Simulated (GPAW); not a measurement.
Crystal: GaP.

```
Ga P
1.0
     0.00000    2.72525    2.72525
     2.72525    0.00000    2.72525
     2.72525    2.72525    0.00000
Ga P
1 1
Cartesian
  0.0000 0.0000 0.0000
  4.0879 4.0879 4.0879
```

Program: GPAW 26.7.0. Alike in all runs: task band structure; cell as given; cutoff (eV) 600; smearing fermi-dirac 0.05 eV.

Question: Order these runs on this cell by their pressure, lowest first.
A. level r2SCAN; potentials or basis GPAW PAW data sets (gpaw-data 1.2.1), pw; spin SOC, no magnetisation; k mesh 8 × 8 × 8; band points 80; spin axis theta (degrees) 0; spin axis phi (degrees) 0
B. level PBE; potentials or basis GPAW PAW data sets (gpaw-data 1.2.1), pw; spin SOC, no magnetisation; k mesh 6 × 6 × 6; band points 60; spin axis theta (degrees) 90; spin axis phi (degrees) 0
C. level LDA; potentials or basis the program's PAW data sets (release 1.2.1) made for this functional, pw; spin off; k mesh 8 × 8 × 8; band points 60
D. level revPBE; potentials or basis the program's PAW data sets (release 1.2.1) made for this functional, pw; spin SOC, no magnetisation; k mesh 8 × 8 × 8; band points 60; spin axis theta (degrees) 90; spin axis phi (degrees) 0

Answer: C (-0.8 GPa), A (1.5 GPa), B (4.6 GPa), D (6.1 GPa).

Caveats: spin-orbit coupling was added after a scalar SCF, so levels and gaps hold it while energy, forces, pressure and moments don't (some runs); this program's spin-orbit splittings come out too wide for heavy elements (some runs); the PAW data sets were made with another functional, which shifts forces and pressure a little (some runs).

Not every run made on this cell is shown here.
